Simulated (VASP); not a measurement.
Crystal: Ag2O.

```
Ag O
1.0
     4.71800    0.00000    0.00000
     0.00000    4.71800    0.00000
     0.00000    0.00000    4.71800
Ag O
4 2
Direct
  0.75000 0.25000 0.75000
  0.75000 0.75000 0.25000
  0.25000 0.75000 0.75000
  0.25000 0.25000 0.25000
  0.50000 0.50000 0.50000
  0.00000 0.00000 0.00000
```

| Property | Result |
| --- | --- |
| Program | VASP 6.6.1 |
| Task | relaxation of cell and atoms |
| Functional | RPBE |
| Potentials or basis | VASP PAW PBE potentials, release 64 (Ag, O) |
| Cutoff | 600 eV |
| k mesh | 5 × 5 × 5 |
| Occupations | fermi-dirac, width 0.05 eV |
| Spin | no spin polarisation |

At the start: pressure 8.4 GPa; volume 17.50 Å³/atom.

Question: How do energy, volume and symmetry change on relaxing?

Answer: Over 3 steps the energy falls by 48.0 meV/atom and the volume is 19.55 Å³/atom (+11.7 %); space group Pn-3m (No. 224, to 0.05 Å).

The path:
```tsv
step	energy change (eV)	largest force (eV/Å)	pressure (GPa)	volume (Å³)
1	0.0000	0.0000	8.41	105.02
2	-0.2809	0.0000	-1.02	119.62
3	-0.2882	0.0000	0.04	117.28
```

Final structure:
```
Ag O
1.0
     4.89490    0.00000    0.00000
     0.00000    4.89490    0.00000
     0.00000    0.00000    4.89490
Ag O
4 2
Cartesian
  3.6712 1.2237 3.6712
  3.6712 3.6712 1.2237
  1.2237 3.6712 3.6712
  1.2237 1.2237 1.2237
  2.4475 2.4475 2.4475
  0.0000 0.0000 0.0000
```

Caveat: the PAW data sets were made with another functional, which shifts forces and pressure a little.
